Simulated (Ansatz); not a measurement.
# SnSe2: the cost of one run

Code: Ansatz 0.2.0. PAW datasets, plane waves. No spin polarisation. The prototype was imposed, so other structures may be more stable.

**1. The system as given**

The unstrained cell was relaxed with r2SCAN; in each strained cell the atoms were relaxed again with r2SCAN. Names of k-points are those of the unstrained zone, where strain can split equivalent points. First state: -3.0 % equal strain in all in-plane directions.

The sheet's in-plane cell has a = 3.720 Å, b = 3.720 Å (γ = 120.0°), and its outermost atoms lie 3.22 Å apart along the normal. Near Sn stand 6 Se at 2.68 Å; near Se stand 3 Sn at 2.68 Å.

Coordinates:

```
Sn Se
1.0
     3.72014    0.00000    0.00000
    -1.86007    3.22173    0.00000
     0.00000    0.00000   30.06503
Sn Se
1 2
Direct
  0.00000 0.00000 0.29935
  0.33333 0.66667 0.35289
  0.66667 0.33333 0.24582
```
Periodic in the plane only; c spans the vacuum.

From earlier runs on the unstrained cell: PBE 0.84 eV, r2SCAN 1.13 eV, HSE06 1.49 eV; a = 3.835 Å.

**2. -3.0 % equal strain in all in-plane directions: PBE**

The input, input.yaml:

```yaml
crystal:
  lattice:
    - [3.7201367107, 0.0, 0.0]
    - [-1.8600683554, 3.221732897, 0.0]
    - [0.0, 0.0, 30.0650267632]
  atoms:
    - { symbol: Sn, position: [0.0, 0.0, 0.2993511388] }
    - { symbol: Se, position: [0.3333333333, 0.6666666667, 0.3528865954] }
    - { symbol: Se, position: [0.6666666667, 0.3333333333, 0.2458156822] }
  periodic: [true, true, false]
kpoints:
  mp_grid: { grid: [12, 12, 1] }
  band_path:
    path:
      - [0.0, 0.0, 0.0]
      - [0.5, 0.0, 0.0]
      - [0.3333333333, 0.3333333333, 0.0]
      - [0.0, 0.104167, 0.0]
      - [0.0, 0.5, 0.0]
    npoints: 1
hamiltonian:
  xc: pbe
scf:
  occupations: { method: fermi_dirac, width: 0.02 }
  n_extra_bands: 4
output:
  forces: true
  stress: true
  eigenvalues: true
  write_density: true
  write_potential: true
  elf: true
  volumetric_format: npy
```

Launch:

```console
> ansatz run input.yaml --threads 4 --pin off --max-ram 5529MiB --backend cpu --events-out ev --progress --plain --runs-dir out
```

**Question.** How long does this run take on 4 threads of Intel Xeon 6975P-C (Granite Rapids), shared host, and how much memory does it need?

About 2.7 s, with a peak of 0.77 GiB.
